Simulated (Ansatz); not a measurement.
Al2Cu: enthalpy against pressure

Al2Cu, Fm-3m, a = 5.734 Å. The structure is a Materials Project entry; whether it is the stable form wasn't checked. Ansatz: r2SCAN, PAW, 500 eV, Γ-centred 14×14×14 mesh on 3 atoms, Gaussian smearing 0.10 eV; no spin polarisation. Cell and atoms are relaxed at each pressure, and no other structure is tried, so the rows at high pressure may lie past a change of phase. y is the enthalpy over the state at zero pressure; there V0 = 15.712 Å³/atom. The pressures are the targets, met within 0.07 GPa.

```tsv
P (GPa)	y (eV/atom)
-1.0	-0.0985
0.0	0.0000
1.0	0.0976
4.0	0.3854
12.0	1.1211
25.0	?
50.0	4.2129
90.0	7.0449
```

Problem. Fit y = c1 P + c2 P² + c3 P³ to the other rows, say what c1 and c2 mean, and predict the missing value.

Solution. Least squares on the rows shown. y = 0.097156 P − 0.00031828 P² + 1.2057×10⁻⁶ P³. Since dH/dP = V, c1 is V0: 0.097156 eV/GPa × 160.2 = 15.564 Å³ against 15.712; c2 = −V0/(2B0) gives B0 = 153 GPa, where a Birch–Murnaghan fit to the volumes of the same runs (not shown) gives 107 GPa: a cubic over this range folds the higher terms into c2. Above P = −c2/(3 c3) = 88 GPa the cubic's slope, the volume, would rise with pressure, so the form fails there. At P = 25.0 the fit asked for gives 2.2488 eV/atom. The run gave 2.2409 eV/atom, so the fit is 0.0079 eV/atom too high, 0.11 % of the span of the series, against an rms of 0.0010 eV/atom on the fitted rows. With a term in P⁴ added, a fit to the same known rows predicts 2.2381 eV/atom, so most of the miss is curvature that the known rows already hold. Also, this row ran on the mesh 16×16×16, its neighbour on 14×14×14, which can shift it a little.

The mesh isn't the same in all rows (14×14×14, 16×16×16).